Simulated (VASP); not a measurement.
# TiO (P4/mmm) in VASP: settings compared

One crystal, TiO, is run at these levels: HSE(alpha, omega); tasks: single point.

All numbers are computed with VASP 6.6.1; they aren't measurements. Logs are shortened: lines on timing, memory, paths and dates and some standing lists are left out, and cuts for length are marked.

### 1 The structure

It takes space group P4/mmm (No. 123, tetragonal). The conventional cell has a = 3.009 Å, b = 3.009 Å, c = 3.680 Å, α = 90.00°, β = 90.00°, γ = 90.00°. Around Ti (site symmetry 4/mmm) lie 2 O at 1.84 Å. O (site symmetry 4/mmm) has 2 Ti at 1.84 Å as nearest neighbours.

The cell was built by a generator and needn't be a form met in nature.

### 2 Single point, HSE(alpha, omega)

Input file POSCAR:

```
TiO
1.0
    3.0093900000      0.0000000000      0.0000000000
    0.0000000000      3.0093900000      0.0000000000
    0.0000000000      0.0000000000      3.6804200000
Ti O
1 1
Direct
    0.0000000000      0.0000000000      0.0000000000
    0.0000000000      0.0000000000      0.5000000000
```

Input file INCAR.step1:

```
SYSTEM = TiO
PREC = Accurate
ENCUT = 520
EDIFF = 1E-5
ISMEAR = -1
SIGMA = 0.05
LREAL = .False.
LASPH = .True.
NELM = 100
ALGO = Normal
ISIF = 2
LWAVE = .True.
LCHARG = .False.
NBANDS = 16
GGA = PE
```

Input file INCAR.step2:

```
SYSTEM = TiO
PREC = Accurate
ENCUT = 520
EDIFF = 1E-7
ISMEAR = -1
SIGMA = 0.05
LREAL = .False.
LASPH = .True.
NELM = 100
ALGO = Normal
ISIF = 2
LWAVE = .False.
LCHARG = .False.
GGA = PE
LHFCALC = .True.
HFSCREEN = 0.2
AEXX = 0.05
PRECFOCK = Fast
NBANDS = 16
ISTART = 1
```

Input file KPOINTS:

```
Automatic mesh
0
Gamma
  5 5 4
  0 0 0
```

Potentials or basis: VASP PAW PBE potentials, release 64 (Ti_sv, O).

Started as:

```
> cat potpaw_PBE.64/Ti_sv/POTCAR potpaw_PBE.64/O/POTCAR > POTCAR
> cp INCAR.step1 INCAR
> mpirun -np 1 vasp_std > vasp.out
> cp INCAR.step2 INCAR
> mpirun -np 1 vasp_std > vasp.out
```

OUTCAR:

```text
SYSTEM = TiO
   PREC = Accurate
   ENCUT = 520
   EDIFF = 1E-7
   ISMEAR = -1
   LREAL = .False.
   LASPH = .True.
   NELM = 100
   ISIF = 2
   GGA = PE
   LHFCALC = .True.
   HFSCREEN = 0.2
   AEXX = 0.05
   PRECFOCK = Fast
   ISTART = 1

 ion  position               nearest neighbor table
   1  0.000  0.000  0.000-   2 1.84   2 1.84
   2  0.000  0.000  0.500-   1 1.84   1 1.84

  LATTYP: Found a simple tetragonal cell.
 ALAT       =     3.0093900000
 C/A-ratio  =     1.2229787432

  Lattice vectors:

 A1 = (   3.0093900000,   0.0000000000,   0.0000000000)
 A2 = (   0.0000000000,   3.0093900000,   0.0000000000)
 A3 = (   0.0000000000,   0.0000000000,   3.6804200000)

Analysis of symmetry for initial positions (statically):
=====================================================================
 Subroutine PRICEL returns:
 Original cell was already a primitive cell.

 Routine SETGRP: Setting up the symmetry group for a
 simple tetragonal supercell.

 Subroutine GETGRP returns: Found 16 space group operations
 (whereof 16 operations were pure point group operations)
 out of a pool of 16 trial point group operations.

The static configuration has the point symmetry D_4h.

Analysis of symmetry for dynamics (positions and initial velocities):
=====================================================================
 Subroutine PRICEL returns:
 Original cell was already a primitive cell.

 Routine SETGRP: Setting up the symmetry group for a
 simple tetragonal supercell.

 Subroutine GETGRP returns: Found 16 space group operations
 (whereof 16 operations were pure point group operations)
 out of a pool of 16 trial point group operations.

The dynamic configuration has the point symmetry D_4h.

 Subroutine INISYM returns: Found 16 space group operations
 (whereof 16 operations are pure point group operations),
 and found     1 'primitive' translations

----------------------------------------------------------------------------------------

                                     Primitive cell

  volume of cell :      33.3315

  direct lattice vectors                    reciprocal lattice vectors
     3.009390000  0.000000000  0.000000000     0.332293255  0.000000000  0.000000000
     0.000000000  3.009390000  0.000000000     0.000000000  0.332293255  0.000000000
     0.000000000  0.000000000  3.680420000     0.000000000  0.000000000  0.271708120

  length of vectors
     3.009390000  3.009390000  3.680420000     0.332293255  0.332293255  0.271708120

  position of ions in fractional coordinates (direct lattice)
     0.000000000  0.000000000  0.000000000
     0.000000000  0.000000000  0.500000000

  ion indices of the primitive-cell ions
   primitive index   ion index
                 1           1
                 2           2

----------------------------------------------------------------------------------------

 KPOINTS: Automatic mesh

Automatic generation of k-mesh.
 Grid dimensions read from file:
 generate k-points for:    5    5    4

 Generating k-lattice:

  Cartesian coordinates                     Fractional coordinates (reciprocal lattice)
     0.066458651  0.000000000  0.000000000     0.200000000  0.000000000  0.000000000
     0.000000000  0.066458651  0.000000000     0.000000000  0.200000000  0.000000000
     0.000000000  0.000000000  0.067927030     0.000000000  0.000000000  0.250000000

  Length of vectors
     0.066458651  0.066458651  0.067927030

  Shift w.r.t. Gamma in fractional coordinates (k-lattice)
     0.000000000  0.000000000  0.000000000

 Subroutine IBZKPT returns following result:
 ===========================================

 Found     18 irreducible k-points:

 Following reciprocal coordinates:
            Coordinates               Weight
  0.000000  0.000000  0.000000      1.000000
  0.200000  0.000000  0.000000      4.000000
  0.400000  0.000000  0.000000      4.000000
  0.200000  0.200000  0.000000      4.000000
  0.400000  0.200000  0.000000      8.000000
  0.400000  0.400000  0.000000      4.000000
[... 10 lines left out ...]
  0.400000  0.200000  0.500000      8.000000
  0.400000  0.400000  0.500000      4.000000
   k-points           NKPTS =     18   k-points in BZ     NKDIM =    100   number of bands    NBANDS=     16
   number of dos      NEDOS =    301   number of ions     NIONS =      2
   total plane-waves  NPLWV =  16128
   dimension x,y,z NGX =    24 NGY =   24 NGZ =   28
   dimension x,y,z NGXF=    48 NGYF=   48 NGZF=   56
   ions per type =               1   1
   NGX,Y,Z   is equivalent  to a cutoff of  13.26, 13.26, 12.65 a.u.
   NGXF,Y,Z  is equivalent  to a cutoff of  26.52, 26.52, 25.30 a.u.
 SYSTEM =  TiO
   PREC   = accura    normal or accurate (medium, high low for compatibility)
   ISTART =      1    job   : 0-new  1-cont  2-samecut
   ICHARG =      0    charge: 1-file 2-atom 10-const
   ISPIN  =      1    spin polarized calculation?
   LNONCOLLINEAR =      F non collinear calculations
   LSORBIT =      F    spin-orbit coupling
   LASPH  =      T    aspherical Exc in radial PAW
   ENCUT  =  520.0 eV  38.22 Ry    6.18 a.u.   5.60  5.60  6.84*2*pi/ulx,y,z
   NELM   =    100;   NELMIN=  2; NELMDL=  0     # of ELM steps
   EDIFF  = 0.1E-06   stopping-criterion for ELM
   LREAL  =      F    real-space projection
   EDIFFG = 0.1E-05   stopping-criterion for IOM
   NSW    =      0    number of steps for IOM
   IBRION =     -1    ionic relax: 0-MD 1-quasi-New 2-CG
   NFREE  =      0    steps in history (QN), initial steepest desc. (CG)
   ISIF   =      2    stress and relaxation
   ISYM   =      3    0-nonsym 1-usesym 2-fastsym
   POTIM  = 0.5000    time-step for ionic-motion
   TEBEG  =    0.0;   TEEND  =   0.0 temperature during run
   PSTRESS=    0.0 pullay stress
   NELECT =      18.0000    total number of electrons
   NUPDOWN=      -1.0000    fix difference up-down
   EMIN   =  10.00;   EMAX   =-10.00  energy-range for DOS
   EFERMI =   0.00;   METHOD = LEGACY
   ISMEAR =    -1;   SIGMA  =   0.05  broadening in eV -4-tet -1-fermi 0-gaus
   EFERMI_NEDOS =   21; number of points for ismear=-14 and -15
   IALGO  =     38    algorithm
   IMIX   =      1    mixing-type and parameters
     AMIX     =   0.40;   BMIX     =  1.00
     AMIX_MAG =   1.60;   BMIX_MAG =  1.00
  volume/ion in A,a.u.               =      16.67       112.47
  Fermi-wavevector in a.u.,A,eV,Ry     =   1.333156  2.519299 24.181692  1.777304
  Thomas-Fermi vector in A             =   2.462036
   LORBIT       =      0    0 simple, 1 ext, 2 COOP (PROOUT), +10 PAW based schemes
   GGA     = PE    functional components
   LHFCALC =     T    Hartree Fock is set to
   PRECFOCK=fast      Normal, Fast or Accurate (Low or Medium for compatibility)
   ENCUT4O =  -1.0   cutoff for four orbital integrals eV
   NKREDX  =     1    reduce k-point grid by
   NKREDY  =     1    reduce k-point grid by
   NKREDZ  =     1    reduce k-point grid by
   AEXX    =    0.0500 exact exchange contribution
   HFSCREEN=    0.2000 screening length (either q_TF or 0.3 A-1)
   HFSCREENC=   0.2000 screening length for correlation (either q_TF or 0.3 A-1)
   ENCUTFOCK=  -1.0 apply spherical cutoff to Coloumb kernel
   IVDW    =     0    specifies the selected vdW correction
   LEPSILON=     F    determine dielectric tensor
   LRPA    =     F    only Hartree local field effects (RPA)
 non-spin polarized calculation
  energy-cutoff  :      520.00
  volume of cell :       33.33
 maximum number of plane-waves:       910
 NGX is ok and might be reduce to    24
  NGX = 14; NGY = 14; NGZ = 16

 number of electron      17.9999992 magnetization

 Free energy of the ion-electron system (eV)
  ---------------------------------------------------
  ext. energy  EPLUGINS =         0.00000000
  ---------------------------------------------------
  free energy    TOTEN  =       -16.44620625 eV

  energy without entropy =      -16.42341185  energy(sigma->0) =      -16.43480905

 E-fermi :   3.8511     XC(G=0):  -9.4526

 val. band max:        3.8356167847   @ k =   0.4000   0.2000   0.5000
 cond. band min:       3.8852822152   @ k =   0.2000   0.0000   0.0000
 fundamental gap:      0.0496654306
 Fermi energy:         3.8510969082

 k-point     1 :       0.0000    0.0000    0.0000
  band No.  band energies     occupation
      1     -54.4144      2.00000
      2     -30.3782      2.00000
      3     -30.2038      2.00000
      4     -30.2038      2.00000
      5     -15.0279      2.00000
      6       0.8487      2.00000
[... 8 lines left out ...]
     15      14.1959      0.00000
     16      15.9356      0.00000

 k-point     2 :       0.2000    0.0000    0.0000
  band No.  band energies     occupation
      1     -54.4054      2.00000
      2     -30.3698      2.00000
      3     -30.2913      2.00000
      4     -30.1964      2.00000
      5     -14.9343      2.00000
      6       0.3822      2.00000
[... 8 lines left out ...]
     15      15.1238      0.00000
     16      15.5689      0.00000

 k-point     3 :       0.4000    0.0000    0.0000
  band No.  band energies     occupation
      1     -54.3906      2.00000
      2     -30.4304      2.00000
      3     -30.3562      2.00000
      4     -30.1846      2.00000
      5     -14.7776      2.00000
      6      -0.4259      2.00000
[... 8 lines left out ...]
     15      12.5898      0.00000
     16      17.2754      0.00000

 k-point     4 :       0.2000    0.2000    0.0000
  band No.  band energies     occupation
      1     -54.3964      2.00000
      2     -30.3616      2.00000
      3     -30.2856      2.00000
      4     -30.2799      2.00000
      5     -14.8448      2.00000
      6       0.3725      2.00000
[... 8 lines left out ...]
     15      15.6656      0.00000
     16      15.9332      0.00000
[... 210 lines left out ...]
 k-point    16 :       0.2000    0.2000    0.5000
  band No.  band energies     occupation
      1     -54.3925      2.00000
      2     -30.5124      2.00000
      3     -30.2790      2.00000
      4     -30.2734      2.00000
      5     -13.6506      2.00000
      6      -2.4444      2.00000
[... 8 lines left out ...]
     15      12.5845      0.00000
     16      15.4082      0.00000

 k-point    17 :       0.4000    0.2000    0.5000
  band No.  band energies     occupation
      1     -54.3780      2.00000
      2     -30.4956      2.00000
      3     -30.4121      2.00000
      4     -30.2623      2.00000
      5     -13.5056      2.00000
      6      -2.3369      2.00000
[... 8 lines left out ...]
     15      13.2772      0.00000
     16      14.6723      0.00000

 k-point    18 :       0.4000    0.4000    0.5000
  band No.  band energies     occupation
      1     -54.3638      2.00000
      2     -30.4794      2.00000
      3     -30.3956      2.00000
      4     -30.3935      2.00000
      5     -13.3720      2.00000
      6      -2.2501      2.00000
[... 8 lines left out ...]
     15      11.5632      0.00000
     16      12.8154      0.00000

------------------------ aborting loop because EDIFF is reached ----------------------------------------

  FORCE on cell =-STRESS in cart. coord.  units (eV):
  Direction    XX          YY          ZZ          XY          YZ          ZX
  --------------------------------------------------------------------------------------
  -------------------------------------------------------------------------------------
  Total       -0.0011236     -0.0011236     -0.1257137      0.0000000     -0.0000000      0.0000000
  in kB       -0.0540091     -0.0540091     -6.0428110      0.0000000     -0.0000000      0.0000000
  external PRESSURE =      -2.0502764 kB  Pullay stress =       0.0000000 kB

 VOLUME and BASIS-vectors are now :
 -----------------------------------------------------------------------------
  energy-cutoff  :      520.00
  volume of cell :       33.33
      direct lattice vectors                 reciprocal lattice vectors
     3.009390000  0.000000000  0.000000000     0.332293255  0.000000000  0.000000000
     0.000000000  3.009390000  0.000000000     0.000000000  0.332293255  0.000000000
     0.000000000  0.000000000  3.680420000     0.000000000  0.000000000  0.271708120

 POSITION                                       TOTAL-FORCE (eV/Angst)
 -----------------------------------------------------------------------------------
      0.00000      0.00000      0.00000         0.000000      0.000000      0.000000
      0.00000      0.00000      1.84021         0.000000      0.000000      0.000000
 -----------------------------------------------------------------------------------
    total drift:                               -0.000002     -0.000000     -0.000000

  FREE ENERGIE OF THE ION-ELECTRON SYSTEM (eV)
  ---------------------------------------------------
  free  energy   TOTEN  =       -16.4462062507 eV

  energy  without entropy=      -16.4234118457  energy(sigma->0) =      -16.43480905
```

It took 5.8 min on 1 thread of AMD EPYC 9R45 (Zen 5), shared host; peak memory 0.22 GiB.

What came out:

```yaml
Free_energy: -16.4462 eV
Pressure: -0.2 GPa
Band_gap_on_the_k_mesh: none (metal or under the smearing width)
```

Stress tensor (GPa, compression positive):
```
-0.01  0.00  0.00
 0.00 -0.01  0.00
 0.00  0.00 -0.60
```

Caveat: the k mesh is coarse (spacing up to 0.43 Å⁻¹), so the values aren't converged, least of all with exact exchange; the PAW data sets were made with another functional, which shifts forces and pressure a little.

### 3 Single point, HSE(alpha, omega)

POSCAR is that of step 2.

INCAR.step1 is that of step 2.

INCAR.step2, as its differences from that of step 2:

```diff
@@ -16,3 +16,3 @@
 HFSCREEN = 0.2
-AEXX = 0.05
+AEXX = 0.1
 PRECFOCK = Fast
```

KPOINTS is that of step 2.

Potentials or basis: VASP PAW PBE potentials, release 64 (Ti_sv, O).

Started as:

```
> cat potpaw_PBE.64/Ti_sv/POTCAR potpaw_PBE.64/O/POTCAR > POTCAR
> cp INCAR.step1 INCAR
> mpirun -np 1 vasp_std > vasp.out
> cp INCAR.step2 INCAR
> mpirun -np 1 vasp_std > vasp.out
```

Wall time 6.5 min (1 thread of AMD EPYC 9R45 (Zen 5), shared host); peak memory 0.22 GiB.

It converged, with:

| Quantity | Value |
| --- | --- |
| Free energy | -17.1669 eV |
| Pressure | -1.0 GPa |
| Band gap on the k mesh | none (metal or under the smearing width) |

Stress tensor (GPa, compression positive):
```
-0.15  0.00  0.00
 0.00 -0.15  0.00
 0.00  0.00 -2.81
```

Levels at points of the mesh, in eV from the Fermi level:
| k point | band 7 | band 8 | band 9 | band 10 | band 11 | band 12 |
| --- | --- | --- | --- | --- | --- | --- |
| (0.00, 0.00, 0.00) | -3.08 | -2.20 | -2.20 | -0.71 | 2.23 | 2.23 |
| (0.00, 0.00, 0.50) | -3.30 | -3.30 | -2.57 | -0.61 | 2.63 | 4.29 |

Caveat: the k mesh is coarse (spacing up to 0.43 Å⁻¹), so the values aren't converged, least of all with exact exchange; the PAW data sets were made with another functional, which shifts forces and pressure a little.
